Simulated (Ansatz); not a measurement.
MnSb under changes of volume

One of the cells (21.552 Å³/atom); the others are scaled copies at fixed shape and fractional positions:

```
Sb Mn
1.0
     4.15000    0.00000    0.00000
    -2.07500    3.59401    0.00000
     0.00000    0.00000    5.78000
Sb Mn
2 2
Direct
  0.66667 0.33333 0.75000
  0.33333 0.66667 0.25000
  0.00000 0.00000 0.50000
  0.00000 0.00000 0.00000
```

```yaml
Program: Ansatz 0.2.0
Functional: PBE
Potentials_or_basis: Ansatz PAW
Cutoff: "420 eV (not typed: the program's choice for these potentials)"
k_mesh: 7 × 7 × 5
Occupations: fermi-dirac, width 0.05 eV
Spin: collinear spin, ferromagnetic start
Starting_moments: "[0.0, 0.0, 4.0, 4.0] μB"
```

| volume (Å³/atom) | energy over the lowest point (meV/atom) | pressure (GPa) | moment (μB per cell) |
| --- | --- | --- | --- |
| 20.259 | 0.00 | 0.1 | 6.34 |
| 20.690 | 1.53 | -1.2 | 6.47 |
| 21.121 | 6.12 | -2.2 | 6.59 |
| 21.552 | 13.53 | -3.2 | 6.71 |
| 21.983 | 23.27 | -4.0 | 6.84 |
| 22.414 | 34.97 | -4.7 | 6.95 |
| 22.845 | ? | ? | ? |

Task: What does the run at 22.845 Å³/atom give?

Result: Energy over the lowest point 48.53 meV/atom; pressure -5.4 GPa; moment 7.06 μB per cell.

Worked out: A Birch-Murnaghan fit of order 3 (a polynomial in V^(-2/3)) to the other rows has its minimum at 20.29 Å³/atom with B0 = V·E''(V) = 63 GPa and B' = 5.9 at fixed shape and positions, which overstates the stiffness. It gives 48.42 meV/atom at 22.845 Å³/atom, against the run's 48.53, and -dE/dV = -5.3 GPa, against -5.4. A straight line through the other rows of the moment, of slope 0.284 μB per Å³/atom, extrapolates to 7.08 μB, against the run's 7.06.

Energies are extrapolated to zero smearing.

Caveats: only a ferromagnetic start was run, and an antiferromagnetic order may lie lower in energy.
